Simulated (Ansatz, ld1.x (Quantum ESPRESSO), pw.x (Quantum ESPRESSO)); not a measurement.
**tungsten: one change to the RRKJ potential, in the atom and in the diamond crystal**

| Item | Value |
| --- | --- |
| Element | tungsten |
| Generator | ld1.x (Quantum ESPRESSO) 7.5 |
| Type | norm-conserving RRKJ (Kleinman–Bylander form) |
| Functional | PBE |
| Relativity | scalar-relativistic |
| Frozen core | [Xe] 4f14 |
| Valence charge | 6 |
| Reference configuration | 5d4 6s2 6p0 |
| Partial waves | 6p (bound, empty): rc 2.85 bohr; 5d (bound): rc 2.70 bohr; 5f channel at 0.45 Ry: rc 2.85 bohr; 6s (bound): rc 2.75 bohr |
| Local potential | the s channel |
| Core correction | none |

Change: wave 6p (bound): rc 2.85 bohr becomes 6p (bound): rc 2.80 bohr.

Cutoffs, loose and tight: the cutoffs (Ry, on a coarse ladder) from which the occupation-weighted sum of valence levels, in a spherical-Bessel basis at the reference potential, stays within 10 and 1 mRy of its value at 400 Ry. They do not see the model core or the augmentation charge, which bear on the density cutoff. Test errors are all-electron minus pseudo excitation energies from the reference, over the configurations 5d4 6s1 6p0; 5d4 6s0 6p0; 5d3 6s0 6p0; 5d4 6s0 6p1; 5d4.5 6s1.5 6p0; 5d4 6s1 6p1; 5d4 6s1.5 6p0; variants that change the core or the reference have their own tests.

Crystal test: diamond W in pw.x 7.5, no spin, 8³ k-points, Fermi–Dirac smearing 0.01 Ry, cutoffs set for each file from its atomic test. The reference is all-electron LAPW (Ansatz 0.2.0) with the same functional, mesh and smearing; V0 and B0 come from Birch–Murnaghan fits to the pressures at five volumes. Errors are pseudo minus all-electron; Δ is the rms difference of the E(V) curves that follow from these fits, minima aligned, over ±6 % about the mean V0. Mesh and smearing are coarse, so the numbers serve the comparison and aren't converged zero-temperature values; the lattice is a test structure that the element need not adopt.

All-electron: a0 = 5.834 Å (V0 = 24.82 Å³/atom), B0 = 119.3 GPa.

Task: Does the change bring the crystal closer to the all-electron result?

Result: The mean pressure error goes from -0.68 to -0.54 GPa, so the change moves the solid closer to the all-electron pressures.

```
                       quantity       base    changed
                 outcome (atom)  generated  generated
           cutoff, loose (atom)      21 Ry      21 Ry
           cutoff, tight (atom)      25 Ry      25 Ry
            bound ghosts (atom)       none       none
largest test error (meV) (atom)        +71        +71
           cutoffs in pw.x (Ry)     35/140     35/140
                         a0 (Å)      5.823      5.825
                   a0 error (%)      -0.19      -0.15
                   B0 error (%)       -6.7       -6.8
                   Δ (meV/atom)        4.0        3.2
      mean pressure error (GPa)      -0.68      -0.54
```

Base: The largest radius (2.85 bohr) exceeds half the bond length (2.39 bohr), so the spheres overlap, which is one possible source of error among others. Changed file: The largest radius (2.85 bohr) exceeds half the bond length (2.39 bohr), so the spheres overlap, which is one possible source of error among others. The atomic cutoffs weigh occupied waves only.
